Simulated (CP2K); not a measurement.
The system is Au.

```
Au
1.0
     2.90000    0.00000    0.00000
    -1.45000    2.51147    0.00000
     0.00000    0.00000    4.88000
Au
2
Direct
  0.66667 0.33333 0.25000
  0.33333 0.66667 0.75000
```

This isn't the form of Au at room conditions, which is fcc.

Base run:

- Program: CP2K 2026.2
- Functional: HLE16
- Potentials or basis: POTENTIAL_UZH Au GTH-PBE-q11; TZVP-MOLOPT-PBE-GTH basis
- Density cutoff: 9524 eV
- k mesh: 11 × 11 × 6
- Occupations: fermi-dirac, width 0.05 eV
- Spin: no spin polarisation

Its results: band gap on the k mesh none (metal or under the smearing width); pressure -16.8 GPa.

Q: After a change of settings the same cell gave: band gap on the k mesh none (metal or under the smearing width); pressure 7.0 GPa. Which change was it?
A. functional from HLE16 to vdW-DF-cx
B. functional from HLE16 to PW91
C. functional from HLE16 to LDA
D. functional from HLE16 to TASK

A: B.

Caveats: the potentials were made for another functional, which shifts forces and pressure; the basis of atomic orbitals isn't converged, which shifts pressures, moduli and gaps; the potentials were made for a functional far from this one (some runs).

Runs at the PBE level aren't shown here.
